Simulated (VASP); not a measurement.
Output of a VASP run:

OSZICAR:
```
       N       E                     dE             d eps       ncg     rms          rms(c)
DAV:   1     0.596281387679E+03    0.59628E+03   -0.26372E+04  4071   0.447E+03
DAV:   2     0.530531637883E+02   -0.54323E+03   -0.52474E+03  3371   0.970E+02
DAV:   3    -0.402854941476E+02   -0.93339E+02   -0.92577E+02  3485   0.234E+02
DAV:   4    -0.457473204566E+02   -0.54618E+01   -0.54347E+01  3710   0.663E+01
DAV:   5    -0.458842839140E+02   -0.13696E+00   -0.13691E+00  3663   0.104E+01    0.136E+01
DAV:   6    -0.412180915835E+02    0.46662E+01   -0.16268E+01  4929   0.831E+01    0.461E+00
DAV:   7    -0.412140734873E+02    0.40181E-02   -0.13461E+00  3590   0.695E+00    0.269E+00
DAV:   8    -0.411675015499E+02    0.46572E-01   -0.16387E-01  4493   0.542E+00    0.516E-01
DAV:   9    -0.411608366144E+02    0.66649E-02   -0.36093E-02  4805   0.322E+00    0.154E-01
DAV:  10    -0.411610412034E+02   -0.20459E-03   -0.22843E-03  3697   0.380E-01    0.652E-02
DAV:  11    -0.411610497905E+02   -0.85870E-05   -0.11964E-04  4418   0.199E-01    0.194E-02
DAV:  12    -0.411610485945E+02    0.11960E-05   -0.12477E-05  4619   0.830E-02    0.459E-03
DAV:  13    -0.411610487437E+02   -0.14919E-06   -0.53657E-06  4950   0.225E-02    0.336E-03
DAV:  14    -0.411610484856E+02    0.25805E-06   -0.89913E-07  4290   0.146E-02    0.912E-04
DAV:  15    -0.411610484978E+02   -0.12184E-07   -0.37280E-08  2362   0.158E-03
   1 F= -.41161048E+02 E0= -.41161048E+02  d E =0.000000E+00
```

**OUTCAR**
```
------------------------ aborting loop because EDIFF is reached ----------------------------------------
  FORCE on cell =-STRESS in cart. coord.  units (eV):
  Direction    XX          YY          ZZ          XY          YZ          ZX
  --------------------------------------------------------------------------------------
  Total        0.0607852      0.0607852      0.0300080      0.0000000      0.0000000      0.0000000
  in kB        1.7232448      1.7232448      0.8507187      0.0000000      0.0000000      0.0000000
  external PRESSURE =       1.4324028 kB  Pullay stress =       0.0000000 kB
  volume of cell :       56.51
      direct lattice vectors                 reciprocal lattice vectors
     4.424231574  0.000000000  0.000000000     0.226027952  0.000000000  0.000000000
     0.000000000  4.424231574  0.000000000     0.000000000  0.226027952  0.000000000
     0.000000000  0.000000000  2.887258639     0.000000000  0.000000000  0.346349297
 POSITION                                       TOTAL-FORCE (eV/Angst)
 -----------------------------------------------------------------------------------
      0.00000      0.00000      0.00000         0.000000      0.000000      0.000000
      2.21212      2.21212      1.44363         0.000000      0.000000      0.000000
      1.35483      1.35483      0.00000        -0.004762     -0.004762      0.000000
      3.56695      0.85728      1.44363        -0.004762      0.004762     -0.000000
      0.85728      3.56695      1.44363         0.004762     -0.004762      0.000000
      3.06940      3.06940      0.00000         0.004762      0.004762     -0.000000
 -----------------------------------------------------------------------------------
    total drift:                                0.000000      0.000000      0.000000
  FREE ENERGIE OF THE ION-ELECTRON SYSTEM (eV)
  ---------------------------------------------------
  free  energy   TOTEN  =       -41.1610484978 eV

  energy  without entropy=      -41.1610484978  energy(sigma->0) =      -41.16104850

 total charge

# of ion       s       p       d       tot
------------------------------------------
    1        0.902   1.150  10.449  12.501
    2        0.902   1.150  10.449  12.501
    3        1.553   3.536   0.000   5.089
    4        1.553   3.536   0.000   5.089
    5        1.553   3.536   0.000   5.089
    6        1.553   3.536   0.000   5.089
--------------------------------------------------
tot          8.018  16.444  20.898  45.359

 Electric field gradients after diagonalization (V/A^2)
 (convention: |V_zz| > |V_xx| > |V_yy|)
----------------------------------------------------------------------
 ion       V_xx      V_yy      V_zz     asymmetry (V_yy - V_xx)/ V_zz
----------------------------------------------------------------------
   1      27.924     8.362   -36.286       0.539
   2      27.924     8.362   -36.286       0.539
   3      70.417    59.532  -129.949       0.084
   4      70.417    59.532  -129.949       0.084
   5      70.417    59.532  -129.949       0.084
   6      70.417    59.532  -129.949       0.084
```
(Selected blocks of OUTCAR.)

### POSCAR
```
GeO2
1
    4.4242315743     0.0000000000     0.0000000000
    0.0000000000     4.4242315743     0.0000000000
    0.0000000000     0.0000000000     2.8872586393
Ge O
2 4
Direct
  0.0000000000   0.0000000000   0.0000000000
  0.5000000000   0.5000000000   0.5000000000
  0.3062297162   0.3062297162   0.0000000000
  0.8062297162   0.1937702838   0.5000000000
  0.1937702838   0.8062297162   0.5000000000
  0.6937702838   0.6937702838   0.0000000000
```

Q: Reconstruct the remaining input files.

A: This is not unique; one that fits is the input of the run itself, PBEsol GGA, plane waves, VASP's PBE PAW potentials (set 64).

**INCAR**
```
SYSTEM  =  GeO2
PREC  =  Accurate; ENCUT  =  520; LREAL  =  .FALSE.
LASPH  =  .TRUE.
EDIFF  =  1E-7; NELM  =  100; ALGO  =  Normal
LMAXMIX  =  4
ISMEAR  =  -5
GGA  =  PS
ISIF  =  2
LWAVE  =  .FALSE.; LCHARG  =  .TRUE.; LORBIT  =  11
NEDOS  =  601
LEFG  =  .TRUE.
```

File KPOINTS:
```
Automatic mesh
0
Gamma
6 6 9
0 0 0
```

POTCAR, in this order: Ge_d O (PBE.64 set). Program: vasp_std.

The compound is GeO2 in the rutile structure. It was relaxed first.
